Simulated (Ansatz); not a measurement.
# InSb, one cell by several methods

```
CELL_PARAMETERS angstrom
5.24986 0.00000 0.00000
0.00000 5.59776 0.00000
0.00000 0.00000 3.06300
ATOMIC_POSITIONS crystal
In 0.00000 0.00000 0.00000
In 0.50000 0.50000 0.00000
Sb 0.50000 0.00000 0.83500
Sb 0.00000 0.50000 0.16500
```

Atom numbers follow the list: In1, In2, Sb3, Sb4.

The geometry is COD entry 1525500, unchecked; take it as a test cell. The listed cell was then made from it by scaling, straining or moving an atom.

Spin–orbit coupling is left out, though it moves levels of the heavy atoms by tenths of an eV or more.

Levels of theory: DFT, PBE, PAW with Ansatz's default frozen-core files, scalar-relativistic (Ansatz 0.2.0); DFT, PBE, all-electron PAW with datasets made for the crystal, scalar-relativistic (Ansatz 0.2.0); DFT, PBE, all-electron LAPW, scalar-relativistic (Ansatz 0.2.0).

For PAW: a Γ-centred 6×6×11 k mesh, Fermi–Dirac smearing of 0.08 eV, cutoff 420 eV, no spin polarisation. The crystal-made all-electron datasets (AE datasets) take a cutoff of 280 eV at this cell. LAPW targets a basis error of 1 meV/atom. The Ansatz runs share mesh, smearing and spin set-up. Plane-wave (PAW) pressures include the program's estimate of the Pulay term.

Stress and pressure are positive in compression.

The change that made this cell: equal xx and yy strain of -2 %.

| quantity | PAW | AE datasets | LAPW |
| --- | --- | --- | --- |
| pressure (GPa) | 23.71 | 23.72 | 23.72 |
| stress xx (GPa) | 39.13 | 39.12 | 39.12 |
| stress yy (GPa) | 20.25 | 20.27 | 20.27 |
| stress zz (GPa) | 11.76 | 11.77 | 11.77 |
| force on In1, z (eV/Å) | 0.344 | 0.344 | 0.344 |
| force on Sb3, z (eV/Å) | -0.999 | -0.999 | -0.999 |
